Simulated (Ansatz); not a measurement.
# Cu2O (Cuprite) under changes of volume

One of the cells (12.885 Å³/atom); the others are scaled copies at fixed shape and fractional positions:

```xyz
6
Lattice="4.2600 0.0000 0.0000 0.0000 4.2600 0.0000 0.0000 0.0000 4.2600" Properties=species:S:1:pos:R:3 pbc="T T T"
Cu    3.1950    1.0650    3.1950
Cu    3.1950    3.1950    1.0650
Cu    1.0650    3.1950    3.1950
Cu    1.0650    1.0650    1.0650
O     2.1300    2.1300    2.1300
O     0.0000    0.0000    0.0000
```

```yaml
Program: Ansatz 0.2.0
Functional: r2SCAN
Dispersion: D3(BJ)
Potentials_or_basis: Ansatz PAW
Cutoff: "500 eV (not typed: the program's choice for these potentials)"
k_mesh: 6 × 6 × 6
Occupations: fermi-dirac, width 0.05 eV
Spin: no spin polarisation
```

```tsv
volume (Å³/atom)	energy over the lowest point (meV/atom)	pressure (GPa)	gap on the mesh (eV)
12.112	7.29	5.4	0.92
12.369	1.27	2.2	0.87
12.627	0.00	-0.6	0.82
12.885	3.02	-3.1	0.77
13.142	?	?	?
13.400	20.00	-7.3	0.68
13.658	33.20	-9.1	0.65
```

**Question.** What does the run at 13.142 Å³/atom give?

**Answer.** Energy over the lowest point 9.84 meV/atom; pressure -5.3 GPa; gap on the mesh 0.73 eV.

Worked out: A Birch-Murnaghan fit of order 3 (a polynomial in V^(-2/3)) to the other rows has its minimum at 12.57 Å³/atom with B0 = V·E''(V) = 133 GPa and B' = 4.7. It gives 9.81 meV/atom at 13.142 Å³/atom, against the run's 9.84, and -dE/dV = -5.3 GPa, against -5.3. A straight line through the other rows of the gap, of slope -2.28 eV per unit of ln V (its deformation potential), gives 0.73 eV, against the run's 0.73.

Energies are extrapolated to zero smearing.

Caveats: the PAW data sets come from PBE, with cores solved anew for the run's functional, which leaves a small shift of forces and pressure; the dispersion damping was fitted for another functional or another form of the correction.

A mesh can miss the band edges.
